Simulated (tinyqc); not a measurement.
Worked calculation: Pariser-Parr-Pople SCF with singles CI, for the molecule Nc1ccccc1 (SMILES; centres numbered as the heavy atoms are written). One step of it, computed by the program tinyqc.

Task: Iteration 2: Fock matrix. F_rr = H_rr + P_rr gamma_rr / 2 + sum_(s != r) P_ss gamma_rs; F_rs = H_rs - P_rs gamma_rs / 2; E = tr P (H + F) / 2 + core repulsion sum_(r<s) z_r z_s gamma_rs.

P after iteration 1, lower triangle:
```
           1N         2C         3C         4C         5C        6C        7C
1N   1.466791
2C   0.682958   1.094896
3C  -0.331936   0.489250   1.197931
4C  -0.088744  -0.008363   0.700930   0.954468
5C   0.282064  -0.213759  -0.136029   0.640278   1.133514
6C  -0.088744  -0.008363  -0.295872   0.034377   0.640278  0.954468
7C  -0.331936   0.489250   0.118023  -0.295872  -0.136029  0.700930  1.197931
```

core matrix H (eV), lower triangle:
```
            1N          2C          3C          4C          5C          6C          7C
1N  -53.233628
2C   -2.390000  -57.798369
3C    0.000000   -2.390000  -52.078908
4C    0.000000    0.000000   -2.390000  -48.615317
5C    0.000000    0.000000    0.000000   -2.390000  -47.779611
6C    0.000000    0.000000    0.000000    0.000000   -2.390000  -48.615317
7C    0.000000   -2.390000    0.000000    0.000000    0.000000   -2.390000  -52.078908
```

repulsion gamma_rs (eV), lower triangle:
```
           1N         2C         3C         4C         5C         6C         7C
1N  18.130000
2C   8.342937  10.400000
3C   5.482681   7.314075  10.400000
4C   3.750886   5.157219   7.313078  10.400000
5C   3.333558   4.609907   5.157219   7.314075  10.400000
6C   3.750886   5.157219   4.610905   5.158268   7.314075  10.400000
7C   5.482681   7.314075   5.158268   4.610905   5.157219   7.313078  10.400000
```

Centres (angstrom, eV; a flat drawing with bonds scaled to 1.40 angstrom):
```
centre          x          y  core charge z          W   gamma_rr
1N       2.400000   0.000000              2  23.090000  18.130000
2C       1.000000   0.000000              1  11.560000  10.400000
3C       0.300000   1.212000              1  11.560000  10.400000
4C      -1.100000   1.212000              1  11.560000  10.400000
5C      -1.800000   0.000000              1  11.560000  10.400000
6C      -1.100000  -1.212000              1  11.560000  10.400000
7C       0.300000  -1.212000              1  11.560000  10.400000
```

Give: F; pi energy.

Result:

F (eV), lower triangle:
```
         1N       2C       3C       4C       5C       6C       7C
1N  -6.7279
2C  -5.2389  -7.2738
3C   0.9099  -4.1792  -6.3935
4C   0.1664   0.0216  -4.9530  -5.0056
5C  -0.4701   0.4927   0.3508  -4.7315  -5.6302
6C   0.1664   0.0216   0.6821  -0.0887  -4.7315  -5.0056
7C   0.9099  -4.1792  -0.3044   0.6821   0.3508  -4.9530  -6.3935
```

pi energy = -114.6096 eV
